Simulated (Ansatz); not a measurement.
## Relaxing an invented ZrSi₂ structure

Theory: DFT PBE, scalar-relativistic, plane waves, PAW in Ansatz 0.2.0. Cutoff 420 eV, Gaussian smearing, Γ-centred meshes. Cell and atoms relax first on a coarse mesh and then on a finer one. In between, the cell is made exact in the group found at 0.06 Å. In metals the finer mesh still leaves noise of several meV/atom or more. The steps can't lower the symmetry of their start. No spin polarisation in the relaxation; trial moments died out in a coarse test.

Recipe of this trial structure of ZrSi₂: random cell by space group and Wyckoff sites (P4/mmm, No. 123). Its size is a rough estimate.

```cif
data_structure
_symmetry_space_group_name_H-M 'P4/mmm'
_symmetry_Int_Tables_number 123
_cell_length_a 3.6651
_cell_length_b 3.6651
_cell_length_c 4.2539
_cell_angle_alpha 90.000
_cell_angle_beta 90.000
_cell_angle_gamma 90.000
_cell_volume 57.14
loop_
_atom_site_label
_atom_site_type_symbol
_atom_site_symmetry_multiplicity
_atom_site_Wyckoff_symbol
_atom_site_fract_x
_atom_site_fract_y
_atom_site_fract_z
_atom_site_occupancy
Zr1 Zr 1 c 0.50000 0.50000 0.00000 1
Si1 Si 2 g 0.00000 0.00000 0.21541 1
```

Energies over the elements count from the elements' standard structures at the same level, with no fitted energy shifts.

Task: What does it relax into?

Result: The symmetry stays P4/mmm (No. 123). The volume per atom grows by 6.0 %, from 19.0 to 20.2 Å³. The shortest distance goes from 1.83 Å (Si–Si) to 2.39 Å (Si–Si). The ratio c/a of the conventional cell changes by a factor of 1.22. The energy falls by about 0.87 eV/atom (the start's value is from the coarse mesh). Conventional cell: a = 3.496 Å, c = 4.954 Å. Zr is surrounded by 8 Si at 2.78 Å and 4 Zr at 3.50 Å; around Si lie 1 Si at 2.39 Å, 1 Si at 2.56 Å and 4 Zr at 2.78 Å.

```cif
data_structure
_symmetry_space_group_name_H-M 'P4/mmm'
_symmetry_Int_Tables_number 123
_cell_length_a 3.4965
_cell_length_b 3.4965
_cell_length_c 4.9543
_cell_angle_alpha 90.000
_cell_angle_beta 90.000
_cell_angle_gamma 90.000
_cell_volume 60.57
loop_
_atom_site_label
_atom_site_type_symbol
_atom_site_symmetry_multiplicity
_atom_site_Wyckoff_symbol
_atom_site_fract_x
_atom_site_fract_y
_atom_site_fract_z
_atom_site_occupancy
Zr1 Zr 1 c 0.50000 0.50000 0.00000 1
Si1 Si 2 g 0.00000 0.00000 0.25864 1
```

Task: How does it come out in energy, and is it a metal?

Result: The formation energy is −0.12 eV/atom and the gap on the 14×14×10 mesh of the 3-atom cell is 0 eV (a metal).

The last run used Gaussian smearing of 0.10 eV. A structure relaxed within its symmetry needn't be a true minimum. In all, the 3 runs took 38 s on 1 thread of Intel(R) Xeon(R) 6975P-C (Granite Rapids), on a shared host. Another cell of ZrSi2 relaxed alike, in Cmcm (a cell as deposited in COD), lies 0.55 eV/atom lower, so this cell isn't the stable form at this level.
